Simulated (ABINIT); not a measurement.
Crystal: HfO2.

```
Hf O
1.0
     5.21946    0.00000    0.00000
     0.00000    5.00476    0.00000
     0.00000    0.00000    5.03269
Hf O
4 8
Direct
  0.96699 0.73252 0.74144
  0.53301 0.73252 0.24144
  0.46699 0.26748 0.74144
  0.03301 0.26748 0.24144
  0.63213 0.92865 0.87927
  0.86787 0.92865 0.37927
  0.23395 0.53988 0.49229
  0.26605 0.53988 0.99229
  0.76605 0.46012 0.99229
  0.73395 0.46012 0.49229
  0.13213 0.07135 0.87927
  0.36787 0.07135 0.37927
```

Measurements of this composition are mostly on another form, of space group No. 14.

Program: ABINIT 10.8.3 (patched build). Alike in all runs: no spin polarisation; cell as given; smearing fermi-dirac 0.05 eV.

Problem. Order these runs on this cell by their band gap on the k mesh, lowest first.
A. level LDA; potentials or basis JTH PAW LDA v2.0; k mesh 4 × 5 × 4; cutoff (eV) 626; fine-grid cutoff 1224.51 eV; mesh quality not flagged
B. level r2SCAN; potentials or basis JTH PAW PBE v2.0; k mesh 3 × 4 × 3; cutoff (eV) 762; fine-grid cutoff 1360.57 eV; mesh quality not flagged
C. level PBE; potentials or basis JTH PAW PBE v2.0; k mesh 2 × 2 × 2; cutoff (eV) 626; fine-grid cutoff 1224.51 eV; mesh quality coarse

Solution. A (4.32 eV), C (4.53 eV), B (4.97 eV).

Caveats: some runs use coarse meshes; spin-orbit coupling is left out, which moves the levels of the heavy elements.

A k mesh can miss the band edges.

Not every run made on this cell is shown here.
